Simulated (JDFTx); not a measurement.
Runs of JDFTx 1.7.0 (patched build) on Al. It takes space group Pm-3m (No. 221, cubic). The conventional cell has a = 2.722 Å, b = 2.722 Å, c = 2.722 Å, α = 90.00°, β = 90.00°, γ = 90.00°. Al (site symmetry m-3m) is surrounded by 6 Al at 2.72 Å. The cell was built by a generator and needn't be a form met in nature.

| level | gap on the mesh (eV) | pressure (GPa) | relaxed volume (Å³/atom) |
| --- | --- | --- | --- |
| AM05 | none | 0.0 | 19.56 |
| PBE | none | 0.0 | (c) |
| RPBE | none | 0.0 | 20.72 |
| revPBE | none | 0.0 | (a) |
| PBEsol | none | 0.0 | 19.69 |
| BLYP | none | 0.0 | (b) |
| TPSS | none | 0.1 | 20.10 |
| r2SCAN | none | 0.0 | 20.16 |

Alike in all rows: task relaxation of cell and atoms; potentials or basis SG15-PBE-1.2 with smoothed tails; no spin polarisation; cell relaxed; k mesh 5 × 5 × 5; cutoff (eV) 1088; smearing fermi-dirac 0.05 eV; the mesh is coarse, so values aren't converged.

Question: Fill in the values left out.

Answer: (a) 20.61; (b) 21.22; (c) 20.11.

Caveats: all runs use coarse meshes; the potentials were made for another functional, which shifts forces and pressure (some runs).

A gap of «none» marks a metal or a gap under the smearing width.
